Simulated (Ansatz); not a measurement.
BeO in the wurtzite structure (space group P6_3mc, No. 186)

```xyz
4
Lattice="2.6928 0.0000 0.0000 -1.3464 2.3321 0.0000 0.0000 0.0000 4.3729" Properties=species:S:1:pos:R:3 pbc="T T T"
Be     1.3464     0.7774     0.0064
Be     0.0000     1.5547     2.1928
O      1.3464     0.7774     2.7275
O      0.0000     1.5547     0.5411
```

Computed with Ansatz (a first-principles code) PBEsol, without spin-orbit coupling. k-mesh 14×14×8 (Γ-centred); smearing 0.05 eV (Fermi–Dirac).

```yaml
volume_per_atom: 6.87 Å³
density: 3.02 g/cm³
band_gap: 7.51 eV, direct at Γ
electron_mass: 0.54 mₑ along c, 0.61 mₑ across
total_energy: -327.132 eV/atom (σ→0; compares only within this code and set-up)
```

Effective masses come from finite differences of ±0.01 Å⁻¹. No phonon test of stability was made.
